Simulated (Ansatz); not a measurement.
Two isomers of C3H9N: A = `CCNC`, B = `CCCN`.

Calculated with Ansatz (gas phase, PBE0-D4/def2-TZVP geometries, no zero-point term in ΔE). CCSD(T)/CBS adds triple-zeta CCSD(T) − MP2 to the extrapolated MP2 energy (def2 sets, frozen cores). DFT in def2-TZVPP. Each species was taken in one conformer, which may not be the lowest.

(1) Which isomer does CCSD(T)/CBS put lower? Give the gap. (An estimate is asked.)

(2) Give E(B) − E(A) in kJ/mol with MP2/def2-TZVPP, PBE-D4, CCSD(T)/def2-TZVPP, PBE0-D4, LDA (SPW92), r2SCAN-D4, BLYP-D4. (Best estimate.)

(3) Does the order hold for the free energy at 298.15 K (harmonic terms from PBE0-D4)? (Estimate.)

Largest T1 diagnostic: 0.009.

Answers

(1) Ansatz gave: B, by 27.5 kJ/mol.

(2) Computed: MP2/def2-TZVPP -27.4, PBE-D4 -24.0, CCSD(T)/def2-TZVPP -26.4, PBE0-D4 -25.2, LDA (SPW92) -22.8, r2SCAN-D4 -25.0, BLYP-D4 -21.7. None reverses the order clearly.

(3) The calculation gave: Yes: G(B) − G(A) = -26.5 kJ/mol, for one conformer each.

In def2-TZVPP, CCSD(T) changes the Hartree–Fock value by −3.2 kJ/mol (the triples alone add −0.1 kJ/mol) and MP2 by −4.2 kJ/mol. Leaving LDA and LC-ωPBE aside and taking each functional with its dispersion term where it has one, the values, not all of them listed here, spread over 4.8 kJ/mol, from PBE-QIDH to BLYP-D4.
